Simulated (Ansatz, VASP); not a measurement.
# As in VASP and in Ansatz

```
As
1.0
     1.84240    1.06371    3.44233
    -1.84240    1.06371    3.44233
     0.00000   -2.12742    3.44233
As
2
Direct
  0.22600 0.22600 0.22600
  0.77400 0.77400 0.77400
```

Change from the starting cell: volume scaled by 0.94.

Alike in both runs: task single point; functional PBE; k mesh 9 × 9 × 9; occupations fermi-dirac, width 0.05 eV; no spin polarisation.

```csv
,VASP,Ansatz
version,VASP 6.6.1,Ansatz 0.2.0
potentials or method,"VASP PAW PBE potentials, release 64 (As)",Ansatz PAW
plane-wave cutoff (eV),520,420
valence electrons in the cell,10,30
```

Ansatz gave:

```
gap on the k mesh at the Fermi level (eV)       : none
pressure (GPa)                                  : 9.5
largest component of the traceless stress (GPa) : 1.79
rms of the force components (eV/Å)              : 0.512
```

**Question.** What did VASP give for the same quantities?

**Answer.** gap on the k mesh at the Fermi level (eV): none; pressure (GPa): 10.0; largest component of the traceless stress (GPa): 1.93; rms of the force components (eV/Å): 0.557.

Atom by atom the forces differ by 0.045 eV/Å (rms over components). A gap of «none» marks a metal or a gap that the smearing closes. The functional is the same, so the differences come from potentials, cutoffs and numerics. The two sets of potentials don't hold the same shells in valence.
